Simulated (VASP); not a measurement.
# CuAu: convergence, band structure

CuAu, P4/mmm (no. 123), 2 atoms in the cell. PBE; PAW potentials Au, Cu (PBE set). VASP 6.6.1.

Wanted: band energies at the path's corners within 0.006 eV.

What the run is for: bands; Accuracy asked: tight; Route: KPOINTS_OPT.

Band energies at the path's corners: counted from the Fermi level of the mesh, whose own shifts they hold.

POSCAR:
```
CuAu
1.0
    2.8107494552      0.0000000000      0.0000000000
    0.0000000000      2.8107494552      0.0000000000
    0.0000000000      0.0000000000      3.6850000000
Au Cu
1 1
Direct
    0.0000000000      0.0000000000      0.0000000000
    0.5000000000      0.5000000000      0.5000000000
```

The series start from Plane-wave cutoff (eV): 340; Smearing width (eV): 0.1; k-point mesh: 11 × 11 × 8; Electronic threshold (eV): 1e-6; Precision mode (PREC): Accurate; Bands in all (NBANDS): 26; Aspherical gradient terms in the spheres (LASPH): yes; Highest l that the mixer handles (LMAXMIX): 4. Each series keeps the choices made before it, and each single choice may use up half of a tolerance.

## Plane-wave cutoff (eV)

| Plane-wave cutoff (eV) | Band energies at the path's corners, largest deviation (eV) | Time (s) |
|---|---|---|
| 240 | 0.0792 | 32 |
| 300 | 0.0056 | 33 |
| 340 | 0.0075 | 50 |
| 380 | 0.0057 | 51 |
| 470 | 0.0007 | 77 |
| 590 (reference) | 0.0000 | 86 |

Chosen: 470, the loosest value from which every tighter one stays within half of the tolerance.

## Smearing width (eV)

| Smearing width (eV) | Band energies at the path's corners, largest deviation (eV) | Time (s) |
|---|---|---|
| 0.4 | 0.0080 | 78 |
| 0.3 | 0.0076 | 70 |
| 0.2 | 0.0097 | 75 |
| 0.15 | 0.0084 | 74 |
| 0.1 | 0.0064 | 77 |
| 0.05 (reference) | 0.0000 | 64 |

Chosen: 0.05; the next looser run is off by more than half of the tolerance, so convergence isn't shown beyond this value.

## k-point mesh

| k-point mesh | Band energies at the path's corners, largest deviation (eV) | Time (s) |
|---|---|---|
| 4 × 4 × 3 | 0.0326 | 28 |
| 5 × 5 × 4 | 0.2744 | 40 |
| 7 × 7 × 5 | 0.1552 | 45 |
| 8 × 8 × 7 | 0.0668 | 59 |
| 11 × 11 × 8 | 0.0251 | 64 |
| 13 × 13 × 10 | 0.0273 | 92 |
| 15 × 15 × 12 (reference) | 0.0000 | 132 |

Chosen: 15 × 15 × 12; the next looser run is off by more than half of the tolerance, so convergence isn't shown beyond this value.

## Electronic threshold (eV)

| Electronic threshold (eV) | Band energies at the path's corners, largest deviation (eV) | Time (s) |
|---|---|---|
| 0.001 | 0.0029 | 100 |
| 0.0001 | 0.0012 | 111 |
| 1e-5 | 0.0003 | 135 |
| 1e-6 | 0.0002 | 132 |
| 1e-7 (reference) | 0.0000 | 160 |

Chosen: 0.001.

## Precision mode (PREC)

| Precision mode (PREC) | Band energies at the path's corners, largest deviation (eV) | Time (s) |
|---|---|---|
| SingleN | 0.0022 | 47 |
| Normal | 0.0001 | 50 |
| Accurate (reference) | 0.0000 | 100 |

Chosen: SingleN.

## Bands in all (NBANDS)

| Bands in all (NBANDS) | Band energies at the path's corners, largest deviation (eV) | Time (s) |
|---|---|---|
| 16 | 0.0017 | 33 |
| 17 | 0.0018 | 36 |
| 18 | 0.0020 | 33 |
| 20 | 0.0014 | 38 |
| 26 | 0.0006 | 47 |
| 36 (reference) | 0.0000 | 73 |

Chosen: 16.

## Aspherical gradient terms in the spheres (LASPH)

| Aspherical gradient terms in the spheres (LASPH) | Band energies at the path's corners, largest deviation (eV) | Time (s) |
|---|---|---|
| yes | 0.0000 | 33 |
| no | 0.0026 | 32 |

Chosen: yes; no other choice that stays within half of the tolerance saves 30 % of the time.

## Highest l that the mixer handles (LMAXMIX)

| Highest l that the mixer handles (LMAXMIX) | Band energies at the path's corners, largest deviation (eV) | Time (s) |
|---|---|---|
| 4 | 0.0000 | 33 |
| 2 | 0.0009 | 32 |
| 6 | 0.0000 | 30 |

Chosen: 4.

## All choices together

| Input | Band energies at the path's corners, largest deviation (eV) | Time (s) |
|---|---|---|
| the program's defaults (naive) | 0.3026 | 8.4 |
| chosen settings | 0.0054 | 33 |
| reference settings throughout | 0.0000 | 290 |

The chosen settings stay within the tolerance of the reference run, but the reference itself isn't shown to be converged in: Smearing width (eV), k-point mesh.

## The input

INCAR:
```
ALGO = Normal ; EDIFF = 0.001
ENCUT = 470 ; GGA = PE
GGA_COMPAT = F ; ISMEAR = 1
LASPH = T ; LCHARG = F
LMAXMIX = 4 ; LREAL = F
LWAVE = F ; NBANDS = 16
NELM = 120 ; PREC = SingleN
SIGMA = 0.05
```

KPOINTS:
```
Automatic mesh
0
Gamma
  15 15 12
  0 0 0
```

KPOINTS_OPT:
```
path GXMGZRAZ,XR,MA
12
line-mode
reciprocal
 0.0000000000  0.0000000000  0.0000000000  G
 0.0000000000  0.5000000000  0.0000000000  X

 0.0000000000  0.5000000000  0.0000000000  X
 0.5000000000  0.5000000000  0.0000000000  M

 0.5000000000  0.5000000000  0.0000000000  M
 0.0000000000  0.0000000000  0.0000000000  G

 0.0000000000  0.0000000000  0.0000000000  G
 0.0000000000  0.0000000000  0.5000000000  Z

 0.0000000000  0.0000000000  0.5000000000  Z
 0.0000000000  0.5000000000  0.5000000000  R

 0.0000000000  0.5000000000  0.5000000000  R
 0.5000000000  0.5000000000  0.5000000000  A

 0.5000000000  0.5000000000  0.5000000000  A
 0.0000000000  0.0000000000  0.5000000000  Z

 0.0000000000  0.5000000000  0.0000000000  X
 0.0000000000  0.5000000000  0.5000000000  R

 0.5000000000  0.5000000000  0.0000000000  M
 0.5000000000  0.5000000000  0.5000000000  A
```

Commands:
```
cat potpaw_PBE.64/Au/POTCAR potpaw_PBE.64/Cu/POTCAR > POTCAR
mpirun -np 1 vasp_std > vasp.out
```

Limits: Spin-orbit coupling is off, though it shifts bands of the heavy elements by a tenth of an eV or more.

The chosen input took VASP 6.6.1 33 s on 1 core (Intel Xeon 6975P-C (Granite Rapids)), a shared host.

## An input that fails: fixed density asked without a density file

VASP's message: ERROR: charge density could not be read from file CHGCAR for ICHARG>10.

Changes against the starting input:
```
- NELM = 120
+ NELM = 59
+ ICHARG = 11
```
